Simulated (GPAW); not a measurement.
# GaAs (F-43m) in GPAW: further runs

One crystal, GaAs, is run at these levels: BLYP+D3, LDA, vdW-DF2, BP86; tasks: equation of state, band structure.

Program: GPAW 26.7.0. These are calculated values, not measurements. Logs are shortened: lines on timing, memory, paths and dates and some standing lists are left out, and cuts for length are marked. The log counts tension as positive stress, the text compression.

**Measured values to compare with.**

“Evidence of valence band perturbations in GaAsN/GaAs(001): A combined variable-angle spectroscopic ellipsometry and modulated photoreflectance investigation”, 2008, arxiv:0805.2212 reports, for a bulk crystal of GaAs at 300 K: band gap 1.418 ± 0.005 eV (direct).

The results are compared with them further down.

### 1 The structure

It takes space group F-43m (No. 216, cubic). The conventional cell has a = 5.654 Å, b = 5.654 Å, c = 5.654 Å, α = 90.00°, β = 90.00°, γ = 90.00°. Around As (site symmetry -43m) lie 4 Ga at 2.45 Å. Ga (site symmetry -43m) is surrounded by 4 As at 2.45 Å.

### 2 Equation of state, BLYP+D3

The input, run.py:

```python
from ase.calculators.mixing import SumCalculator
from ase.eos import EquationOfState
from ase.io import Trajectory, read
from ase.units import GPa
from dftd3.ase import DFTD3
from gpaw import GPAW, PW, setup_paths

setup_paths.insert(0, '.')

atoms = read('POSCAR')

traj = Trajectory('eos.traj', 'w')
volumes, energies = [], []
for x in [0.94, 0.96, 0.98, 1.0, 1.02, 1.04, 1.06]:
    a = atoms.copy()
    a.set_cell(atoms.cell * x**(1 / 3), scale_atoms=True)
    calc = GPAW(mode=PW(600),
                xc='BLYP',
                kpts={'size': (8, 8, 8), 'gamma': True},
                occupations={'name': 'fermi-dirac', 'width': 0.05},
                nbands=11,
                convergence={'density': 1e-05, 'energy': 1e-05},
                eigensolver='davidson',
                maxiter=150,
                txt=f'eos-{x:.2f}.txt')
    a.calc = SumCalculator([calc, DFTD3(method='blyp', damping='d3zero')])
    energies.append(a.get_potential_energy())
    volumes.append(a.get_volume())
    p = -a.get_stress()[:3].mean() / GPa
    calc.write(f'eos-{x:.2f}.gpw')
    traj.write(a)
    print(f'{x:.2f} {volumes[-1]:10.4f} A^3 {energies[-1]:14.6f} eV {p:9.3f} GPa', flush=True)

v0, e0, B = EquationOfState(volumes, energies, eos='birchmurnaghan').fit()
print(f'V0 = {v0:.4f} A^3, E0 = {e0:.6f} eV, B0 = {B / GPa:.2f} GPa')
```

The input, POSCAR:

```
GaAs
1.0
    0.0000000000      2.8268500000      2.8268500000
    2.8268500000      0.0000000000      2.8268500000
    2.8268500000      2.8268500000      0.0000000000
As Ga
1 1
Direct
    0.7500000000      0.7500000000      0.7500000000
    0.0000000000      0.0000000000      0.0000000000
```

Potentials or basis: PAW data sets generated in the run's folder for this functional, pw.

On the command line:

```console
> gpaw-setup -f BLYP As Ga
> OMP_NUM_THREADS=1 python run.py
```

Log:

```text
__  _  _
 | _ |_)|_||  |
 |__||  | ||/\| - 26.7.0

Input parameters:
  mode=PW(ecut=600.0),
  convergence={'density': 1e-05, 'energy': 1e-05},
  eigensolver=Davidson(niter=2),
  kpts=MonkhorstPack(size=(8, 8, 8), gamma=True),
  maxiter=150,
  nbands=11,
  occupations=Occupations(name='fermi-dirac', width=0.05),
  xc=XC(name='BLYP')

Diagonalizing LCAO Hamiltonian
Converting LCAO to pw mode

                    As

       Ga

Atoms  # Å, Bohr magnetons
|   | symbol |        x |        y |        z |    initial magnetic moments |
|---|--------|----------|----------|----------|-----------------------------|
| 0 |     As | 4.153714 | 4.153714 | 4.153714 | ( 0.0000,  0.0000,  0.0000) |
| 1 |     Ga | 0.000000 | 0.000000 | 0.000000 | ( 0.0000,  0.0000,  0.0000) |

Unit cell  # Å
| periodic |        x |        y |        z |  lengths |    angles |
|----------|----------|----------|----------|----------|-----------|
|      yes | 0.000000 | 2.769143 | 2.769143 | 3.916160 | 60.000000 |
|      yes | 2.769143 | 0.000000 | 2.769143 | 3.916160 | 60.000000 |
|      yes | 2.769143 | 2.769143 | 0.000000 | 3.916160 | 60.000000 |

Number of symmetries: 24
Symmetry operations  # r_c * U_cc + t_c -> r_c
|    | kind |            matrix            |
|----|------|------------------------------|
|  0 |  E   |  1, 0, 0,  0, 1, 0,  0, 0, 1 |
|  1 |  σ   |  1, 0, 0,  0, 0, 1,  0, 1, 0 |
|  2 |  σ   |  1, 0,-1,  0, 1,-1,  0, 0,-1 |
|  3 |  C3  |  1, 0,-1,  0, 0,-1,  0, 1,-1 |
|  4 |  C3  |  1,-1, 0,  0,-1, 1,  0,-1, 0 |
|  5 |  σ   |  1,-1, 0,  0,-1, 0,  0,-1, 1 |
|  6 |  σ   |  0, 1, 0,  1, 0, 0,  0, 0, 1 |
|  7 |  C3  |  0, 1, 0,  0, 0, 1,  1, 0, 0 |
|  8 |  C2  |  0, 1,-1,  1, 0,-1,  0, 0,-1 |
|  9 |  S4  |  0, 1,-1,  0, 0,-1,  1, 0,-1 |
| 10 |  C3  |  0, 0, 1,  1, 0, 0,  0, 1, 0 |
| 11 |  σ   |  0, 0, 1,  0, 1, 0,  1, 0, 0 |
| 12 |  S4  |  0, 0,-1,  1, 0,-1,  0, 1,-1 |
| 13 |  C3  |  0, 0,-1,  0, 1,-1,  1, 0,-1 |
| 14 |  S4  |  0,-1, 1,  1,-1, 0,  0,-1, 0 |
| 15 |  C2  |  0,-1, 1,  0,-1, 0,  1,-1, 0 |
| 16 |  C3  |  0,-1, 0,  1,-1, 0,  0,-1, 1 |
| 17 |  S4  |  0,-1, 0,  0,-1, 1,  1,-1, 0 |
| 18 |  S4  | -1, 1, 0, -1, 0, 1, -1, 0, 0 |
| 19 |  C3  | -1, 1, 0, -1, 0, 0, -1, 0, 1 |
| 20 |  C3  | -1, 0, 1, -1, 1, 0, -1, 0, 0 |
| 21 |  S4  | -1, 0, 1, -1, 0, 0, -1, 1, 0 |
| 22 |  σ   | -1, 0, 0, -1, 1, 0, -1, 0, 1 |
| 23 |  C2  | -1, 0, 0, -1, 0, 1, -1, 1, 0 |

BZ-sampling:
  Number of BZ points: 512
  Number of IBZ points: 29

  Monkhorst-Pack size: [8, 8, 8]
  Monkhorst-Pack shift: [0.0625, 0.0625, 0.0625]

K-points  # in reciprocal-cell coordinates
|     |                                coordinates |     weight |
|-----|--------------------------------------------|------------|
|   0 | (  0.00000000,   0.00000000,   0.00000000) | 0.00195312 |
|   1 | (  0.12500000,   0.12500000,   0.00000000) | 0.01171875 |
|   2 | (  0.12500000,   0.12500000,   0.12500000) | 0.01562500 |
|   3 | (  0.25000000,   0.12500000,   0.12500000) | 0.02343750 |
|   4 | (  0.25000000,   0.25000000,   0.00000000) | 0.01171875 |
|   5 | (  0.25000000,   0.25000000,   0.12500000) | 0.04687500 |
|   6 | (  0.25000000,   0.25000000,   0.25000000) | 0.01562500 |
|   7 | (  0.37500000,   0.25000000,  -0.37500000) | 0.04687500 |
|   8 | (  0.37500000,   0.25000000,   0.12500000) | 0.04687500 |
|   9 | (  0.37500000,   0.25000000,   0.25000000) | 0.04687500 |
| ... |                                            |            |
|  28 | (  0.50000000,   0.50000000,   0.50000000) | 0.00781250 |

Plane wave coefficients: 1428
Cutoff: 600.0 eV

Spin-components: 1 (collinear spins)
Bands:           11
Projectors:      10
Spin-degeneracy: 2
Datatype:        complex128

Parallelization:
  kpt:    1
  domain: 1
  band:   1

Density:
  Valence electrons: 8.0
  Components: 1
  Grid points: [24 24 24]
  Charge: 0.0  # |e|

Potential:
  Grid points: [24 24 24]

species:
  As:
    name:    Arsenic
    Z:       33.0
    valence: 5
    core:    28
    charge:  0.0  # [|e|]
    compensation charges:
      type: gauss
      rc: 0.33  # [Å]
      lmax: 2
    cutoffs:
      filter: 1.87  # [Å]
      core: 2.96  # [Å]
    projectors
    | kind |    occ | energy [eV] | rcut [Å] |
    |------|--------|-------------|----------|
    |   4s |  2.000 |     -14.406 |    1.058 |
    |   4p |  3.000 |      -5.067 |    1.058 |
    |    s |        |      12.806 |    1.058 |
    |    p |        |      22.145 |    1.058 |
    |    d |        |       0.000 |    1.058 |

    Using partial waves for As as LCAO basis

  Ga:
    name:    Gallium
    Z:       31.0
    valence: 3
    core:    28
    charge:  0.0  # [|e|]
    compensation charges:
      type: gauss
      rc: 0.37  # [Å]
      lmax: 2
    cutoffs:
      filter: 2.06  # [Å]
      core: 4.17  # [Å]
    projectors
    | kind |    occ | energy [eV] | rcut [Å] |
    |------|--------|-------------|----------|
    |   4s |  2.000 |      -8.903 |    1.164 |
    |   4p |  1.000 |      -2.515 |    1.164 |
    |    s |        |      18.309 |    1.164 |
    |    p |        |      24.697 |    1.164 |
    |    d |        |       0.000 |    1.164 |

    Using partial waves for Ga as LCAO basis

Reference energy: -114409.509573  # eV

eigensolver:
  Davidson
  Converge bands: occupied
  niter=2

density mixing:
  MSR1-Mixer
  Pratt-step length: 0.05
  Maximum mixing coefficient: 0.75
  Old densities: 10
  SVD Regularization: 0.005
  Good broyden scale: 1.0
  Trust region scale: 1.0
  Backstep threshold: 4.0
  History deletion threshold: 6.0
  Fourier metric: weight=20.0, sigma=0.015

occupation numbers:
  Fermi-Dirac:
    width: 0.0500  # eV

poisson solver:
  ecut: 4800.0  # eV

xc functional:
  name: BLYP with 2 nearest neighbor stencil

convergence criteria:
- Maximum integral of absolute [dens]ity change: 1e-05 electrons / valence electron
- Maximum [total energy] change in last 3 cyles: 1e-05 eV / valence electron
- Maximum integral of absolute [eigenst]ate change: 4e-08 eV^2 / valence electron
maximum number of iterations: 150

SCF iterations
|iter     | |      energy | eigst |  dens |
|---------|-|-------------|-------|-------|
|iter:   1| |   -6.823571 | -0.51 |       |
|iter:   2| |   -6.797353 | -2.74 | -0.86 |
|iter:   3| |   -6.668121 | -2.02 | -0.89 |
|iter:   4| |   -6.668283 | -3.73 | -1.52 |
|iter:   5| |   -6.668497 | -4.64 | -1.95 |
|iter:   6| |   -6.668488 | -5.53 | -2.74 |
|iter:   7| |   -6.668489c| -7.29 | -3.67 |
|iter:   8| |   -6.668489c| -8.50c| -4.06 |
|iter:   9| |   -6.668489c| -9.92c| -5.17c|

Converged in 9 steps
Energy contributions relative to reference atoms: (reference = -114409.509573)

Energy contributions:
  Kinetic:          42.554682
  Coulomb:         -37.329810
  Zero:              0.037895
  External:          0.000000
  Xc:              -11.931255
  Entropy:          -0.000001
  Spinorbit:         0.000000
  ----------------------------
  Free energy:      -6.668489
  Extrapolated:     -6.668489

dipole moment: (-10.734795, -10.734795, -10.734795)  # |e|*Ang

Fermi level: 6.488
Eigenvalues  # (at kpt = [0.000, 0.000, 0.000])
| band index |      eig [eV] | occ [0-2] |
|------------|---------------|-----------|
|          0 |        -7.182 |     2.000 |
|          1 |         5.995 |     2.000 |
|          2 |         5.995 |     2.000 |
|          3 |         5.995 |     2.000 |
|          4 |         6.924 |     0.000 |
|          5 |         9.833 |     0.000 |
|          6 |         9.833 |     0.000 |
|          7 |         9.833 |     0.000 |
|          8 |        14.087 |     0.000 |
|          9 |        16.384 |     0.000 |
|         10 |        17.067 |     0.000 |

Gap: 0.929 eV
Transition (v -> c):
  (s=0, k=0, n=3, [0.00, 0.00, 0.00]) -> (s=0, k=0, n=4, [0.00, 0.00, 0.00])
No difference between direct/indirect transitions

Stress tensor  # eV/Ang^3
|         x |         y |         z |
|-----------|-----------|-----------|
| -0.086378 | -0.000000 | -0.000000 |
| -0.000000 | -0.086378 |  0.000000 |
| -0.000000 |  0.000000 | -0.086378 |

# Writing to eos-0.94.gpw (mode='')
```

stdout:

```text
0.94    42.4684 A^3      -7.606678 eV    10.523 GPa
0.96    43.3720 A^3      -7.659934 eV     8.392 GPa
0.98    44.2756 A^3      -7.701788 eV     6.476 GPa
1.00    45.1792 A^3      -7.733390 eV     4.755 GPa
1.02    46.0828 A^3      -7.755741 eV     3.212 GPa
1.04    46.9863 A^3      -7.769841 eV     1.843 GPa
1.06    47.8899 A^3      -7.776685 eV     0.628 GPa
<dir> UserWarning: The minimum volume of your fit is not in your volumes.  You may not have a minimum in your dataset!
  warnings.warn(
V0 = 48.3625 A^3, E0 = -7.777534 eV, B0 = 59.17 GPa
```

Run time: 25 s. Hardware: 1 thread of AMD EPYC 9R45 (Zen 5), shared host; peak memory 0.25 GiB.

What came out:

```
Equilibrium volume : 24.19 Å³/atom (rough: see the caveat)
Bulk modulus       : 59 GPa (rough)
```

Energy against volume, from the lowest point:
```csv
volume (Å³/atom),energy (meV/atom)
21.234,85.14
21.686,58.51
22.138,37.58
22.590,21.77
23.041,10.57
23.493,3.46
23.945,0.00
```

Caveat: the minimum lies outside the volumes run.

### 3 Equation of state, LDA

The input, run.py:

```python
import spglib
from ase import Atoms
from ase.eos import EquationOfState
from ase.io import Trajectory, read
from ase.units import GPa
from gpaw import GPAW, PW

atoms = read('GaAs.cif')
cell, positions, numbers = spglib.find_primitive(
    (atoms.cell[:], atoms.get_scaled_positions(), atoms.numbers), symprec=1e-4)
atoms = Atoms(numbers, cell=cell, scaled_positions=positions, pbc=True)

traj = Trajectory('eos.traj', 'w')
volumes, energies = [], []
for x in [0.94, 0.96, 0.98, 1.0, 1.02, 1.04, 1.06]:
    a = atoms.copy()
    a.set_cell(atoms.cell * x**(1 / 3), scale_atoms=True)
    calc = GPAW(mode=PW(800),
                xc='LDA',
                kpts={'size': (8, 8, 8), 'gamma': True},
                occupations={'name': 'fermi-dirac', 'width': 0.05},
                setups='hgh',
                nbands=-7,
                convergence={'density': 1e-05, 'energy': 1e-05},
                maxiter=150,
                txt=f'eos-{x:.2f}.txt')
    a.calc = calc
    energies.append(a.get_potential_energy(force_consistent=True))
    volumes.append(a.get_volume())
    p = -a.get_stress()[:3].mean() / GPa
    calc.write(f'eos-{x:.2f}.gpw')
    traj.write(a)
    print(f'{x:.2f} {volumes[-1]:10.4f} A^3 {energies[-1]:14.6f} eV {p:9.3f} GPa', flush=True)

v0, e0, B = EquationOfState(volumes, energies, eos='birchmurnaghan').fit()
print(f'V0 = {v0:.4f} A^3, E0 = {e0:.6f} eV, B0 = {B / GPa:.2f} GPa')
```

The input, GaAs.cif:

```cif
data_GaAs
_cell_length_a 5.65370000
_cell_length_b 5.65370000
_cell_length_c 5.65370000
_cell_angle_alpha 90.00000000
_cell_angle_beta 90.00000000
_cell_angle_gamma 90.00000000
_space_group_name_H-M_alt 'F-43m'
_space_group_name_Hall 'F -4 2 3'
_space_group_IT_number 216
loop_
_space_group_symop_operation_xyz
'x,y,z'
'y,-x,-z'
'-x,-y,z'
'-y,x,-z'
'x,-y,-z'
'y,x,z'
'-x,y,-z'
'-y,-x,z'
'z,x,y'
'-z,y,-x'
'z,-x,-y'
'-z,-y,x'
'-z,x,-y'
'z,y,x'
'-z,-x,y'
'z,-y,-x'
'y,z,x'
'-x,-z,y'
'-y,z,-x'
'x,-z,-y'
'-y,-z,x'
'x,z,y'
'y,-z,-x'
'-x,z,-y'
'x,y+1/2,z+1/2'
'y,-x+1/2,-z+1/2'
'-x,-y+1/2,z+1/2'
'-y,x+1/2,-z+1/2'
'x,-y+1/2,-z+1/2'
'y,x+1/2,z+1/2'
'-x,y+1/2,-z+1/2'
'-y,-x+1/2,z+1/2'
'z,x+1/2,y+1/2'
'-z,y+1/2,-x+1/2'
'z,-x+1/2,-y+1/2'
'-z,-y+1/2,x+1/2'
'-z,x+1/2,-y+1/2'
'z,y+1/2,x+1/2'
'-z,-x+1/2,y+1/2'
'z,-y+1/2,-x+1/2'
'y,z+1/2,x+1/2'
'-x,-z+1/2,y+1/2'
'-y,z+1/2,-x+1/2'
'x,-z+1/2,-y+1/2'
'-y,-z+1/2,x+1/2'
'x,z+1/2,y+1/2'
'y,-z+1/2,-x+1/2'
'-x,z+1/2,-y+1/2'
'x+1/2,y,z+1/2'
'y+1/2,-x,-z+1/2'
'-x+1/2,-y,z+1/2'
'-y+1/2,x,-z+1/2'
'x+1/2,-y,-z+1/2'
'y+1/2,x,z+1/2'
'-x+1/2,y,-z+1/2'
'-y+1/2,-x,z+1/2'
'z+1/2,x,y+1/2'
'-z+1/2,y,-x+1/2'
'z+1/2,-x,-y+1/2'
'-z+1/2,-y,x+1/2'
'-z+1/2,x,-y+1/2'
'z+1/2,y,x+1/2'
'-z+1/2,-x,y+1/2'
'z+1/2,-y,-x+1/2'
'y+1/2,z,x+1/2'
'-x+1/2,-z,y+1/2'
'-y+1/2,z,-x+1/2'
'x+1/2,-z,-y+1/2'
'-y+1/2,-z,x+1/2'
'x+1/2,z,y+1/2'
'y+1/2,-z,-x+1/2'
'-x+1/2,z,-y+1/2'
'x+1/2,y+1/2,z'
'y+1/2,-x+1/2,-z'
'-x+1/2,-y+1/2,z'
'-y+1/2,x+1/2,-z'
'x+1/2,-y+1/2,-z'
'y+1/2,x+1/2,z'
'-x+1/2,y+1/2,-z'
'-y+1/2,-x+1/2,z'
'z+1/2,x+1/2,y'
'-z+1/2,y+1/2,-x'
'z+1/2,-x+1/2,-y'
'-z+1/2,-y+1/2,x'
'-z+1/2,x+1/2,-y'
'z+1/2,y+1/2,x'
'-z+1/2,-x+1/2,y'
'z+1/2,-y+1/2,-x'
'y+1/2,z+1/2,x'
'-x+1/2,-z+1/2,y'
'-y+1/2,z+1/2,-x'
'x+1/2,-z+1/2,-y'
'-y+1/2,-z+1/2,x'
'x+1/2,z+1/2,y'
'y+1/2,-z+1/2,-x'
'-x+1/2,z+1/2,-y'
loop_
_atom_site_label
_atom_site_type_symbol
_atom_site_symmetry_multiplicity
_atom_site_Wyckoff_symbol
_atom_site_fract_x
_atom_site_fract_y
_atom_site_fract_z
_atom_site_occupancy
As1 As 4 c 0.2500000000 0.2500000000 0.2500000000 1
Ga1 Ga 4 a 0.0000000000 0.0000000000 0.0000000000 1
```

Potentials or basis: HGH pseudopotentials, pw.

On the command line:

```console
> OMP_NUM_THREADS=1 python run.py
```

Wall time 40 s (1 thread of AMD EPYC 9R45 (Zen 5), shared host); peak memory 0.23 GiB.

Results (log left out):

```
Equilibrium volume : 21.10 Å³/atom (rough: see the caveat)
Bulk modulus       : 78 GPa (rough)
```

Energy against volume, from the lowest point:
```csv
volume (Å³/atom),energy (meV/atom)
21.234,0.00
21.686,3.57
22.138,11.08
22.590,22.12
23.041,36.25
23.493,53.12
23.945,72.33
```

Caveat: the minimum lies outside the volumes run; HGH potentials are hard and often keep d shells in the core, so these values are rough.

### 4 Band structure, vdW-DF2, spin-orbit coupling, no magnetisation

The input, run.py:

```python
import numpy as np
from ase import Atoms
from ase.dft.bandgap import bandgap
from ase.io import write
from gpaw import GPAW, PW
from gpaw.spinorbit import soc_eigenstates

atoms = Atoms(['As', 'Ga'],
              cell=[[0.0, 2.82685, 2.82685],
                    [2.82685, 0.0, 2.82685],
                    [2.82685, 2.82685, 0.0]],
              scaled_positions=[[0.75, 0.75, 0.75],
                                [0.0, 0.0, 0.0]],
              pbc=True)

calc = GPAW(mode=PW(600),
            xc={'name': 'vdW-DF2', 'backend': 'libvdwxc'},
            kpts={'size': (8, 8, 8), 'gamma': True},
            occupations={'name': 'fermi-dirac', 'width': 0.05},
            nbands=11,
            convergence={'density': 1e-05, 'energy': 1e-05},
            maxiter=150,
            txt='gpaw.txt')
atoms.calc = calc
energy = atoms.get_potential_energy()
forces = atoms.get_forces()
calc.write('gs.gpw')
write('result.traj', atoms)
print(f'Energy: {energy:.6f} eV')
print('Forces (eV/A):')
print(forces.round(4))
print('Fermi level:', round(calc.get_fermi_level(), 4), 'eV')
print(f'Gap: {bandgap(calc)[0]:.4f} eV, direct: {bandgap(calc, direct=True)[0]:.4f} eV')

path = atoms.cell.bandpath('GXWKGLUWLK,UX', npoints=60, eps=1e-4)
bs_calc = calc.fixed_density(kpts=path, symmetry='off', nbands=21,
                             convergence={'bands': 'CBM+6.0', 'eigenstates': 1e-6}, txt='bands.txt')
bs = bs_calc.band_structure()
bs.write('bs.json')
print(f'Gap on the path: {bandgap(bs_calc)[0]:.4f} eV')

soc = soc_eigenstates(bs_calc, theta=90, phi=0)
np.savetxt('soc_bands.dat', soc.eigenvalues(), fmt='%.4f')
mesh = soc_eigenstates('gs.gpw', theta=90, phi=0)
np.savetxt('soc_mesh.dat', mesh.eigenvalues(), fmt='%.4f')
print('Fermi level with spin-orbit coupling:', round(mesh.fermi_level, 4), 'eV')
```

Potentials or basis: GPAW PAW data sets (gpaw-data 1.2.1), pw.

On the command line:

```console
> OMP_NUM_THREADS=1 python run.py
```

Run time: 13 s. Hardware: 1 thread of AMD EPYC 9R45 (Zen 5), shared host; peak memory 0.26 GiB.

Results (log left out):

```yaml
Free_energy: -141.1499 eV
Band_gap_on_the_k_mesh: 0.26 eV, direct
Band_gap_along_the_path: 0.26 eV, direct
```

Levels at the corners of the path, in eV from the valence-band top:
| point | band 4 | band 5 | band 6 | band 7 | band 8 | band 9 | band 10 | band 11 | band 12 | band 13 |
| --- | --- | --- | --- | --- | --- | --- | --- | --- | --- | --- |
| Γ | -0.36 | 0.00 | 0.00 | 0.00 | 0.00 | 0.26 | 0.26 | 3.56 | 3.56 | 3.77 |
| X | -6.94 | -2.79 | -2.79 | -2.70 | -2.70 | 1.46 | 1.46 | 1.60 | 1.60 | 9.96 |
| W | -6.73 | -3.67 | -3.53 | -3.40 | -3.36 | 4.37 | 4.56 | 4.71 | 4.74 | 5.30 |
| K | -6.73 | -3.94 | -3.87 | -2.33 | -2.33 | 1.92 | 1.93 | 4.54 | 4.61 | 7.83 |
| Γ | -0.36 | 0.00 | 0.00 | 0.00 | 0.00 | 0.26 | 0.26 | 3.56 | 3.56 | 3.77 |
| L | -6.72 | -1.35 | -1.35 | -1.13 | -1.13 | 0.86 | 0.86 | 4.59 | 4.59 | 4.68 |
| U | -6.73 | -3.94 | -3.87 | -2.33 | -2.33 | 1.92 | 1.93 | 4.54 | 4.61 | 7.83 |
| W | -6.73 | -3.67 | -3.53 | -3.40 | -3.36 | 4.37 | 4.56 | 4.71 | 4.74 | 5.30 |
| L | -6.72 | -1.35 | -1.35 | -1.13 | -1.13 | 0.86 | 0.86 | 4.59 | 4.59 | 4.68 |
| K | -6.73 | -3.94 | -3.87 | -2.33 | -2.33 | 1.92 | 1.93 | 4.54 | 4.61 | 7.83 |
| U | -6.73 | -3.94 | -3.87 | -2.33 | -2.33 | 1.92 | 1.93 | 4.54 | 4.61 | 7.83 |
| X | -6.94 | -2.79 | -2.79 | -2.70 | -2.70 | 1.46 | 1.46 | 1.60 | 1.60 | 9.96 |

Caveat: spin-orbit coupling was added after a scalar SCF, so levels and gaps hold it while energy, forces, pressure and moments don't; this program's spin-orbit splittings come out too wide for heavy elements; the PAW data sets were made with another functional, which shifts forces and pressure a little.

(Continued in part 2 of 2.)
